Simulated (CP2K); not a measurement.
# W in CP2K: convergence with cutoff ry

W:

```
W
1.0
     2.90432    0.00000    0.00000
     1.49329    2.48182    0.00000
     1.43014    0.83330    2.32115
W
1
Direct
  0.97951 0.01223 0.97910
```

The cell isn't the ideal one: cell strained at random at fixed volume.

| Quantity | Value |
| --- | --- |
| Program | CP2K 2026.2 |
| Task | single point |
| Functional | LDA |
| Potentials or basis | GTH_POTENTIALS W GTH-PADE-q14; DZVP-MOLOPT-PBE-GTH basis |
| Density cutoff | 1225 eV |
| k mesh | 9 × 9 × 9 |
| Occupations | fermi-dirac, width 0.1 eV |
| Spin | no spin polarisation |

These are the settings of the first run; the series varies cutoff ry, with any setting tied to it.

Hardware: 1 thread of Arm Neoverse V1, on a shared host.

```
cutoff ry  energy less the tightest run, at zero smearing (meV/atom)  SCF cycles  CPU time (s)  peak memory (GiB)
    90 Ry                                                      -0.04          10            64               0.21
   140 Ry                                                       0.00          10            65               0.22
   190 Ry                                                       0.00          10            64               0.22
   250 Ry                                                       0.00          10            64               0.22
   320 Ry                                                       0.00          10            67               0.23
   380 Ry                                                       0.00          10            66               0.24
   450 Ry                                                       0.00          10            71               0.25
   560 Ry                                                       0.00          10            69               0.26
   720 Ry                                                       0.00          10            67               0.27
```

Against the tightest run, the energy stays within 1 meV/atom from 90 Ry on. The tightest run that finished is the yardstick and may itself not be fully converged.

Caveat, for the tightest run too: the basis of atomic orbitals isn't converged, which shifts pressures, moduli and gaps. Spin-orbit coupling is left out, which matters for the levels of W.
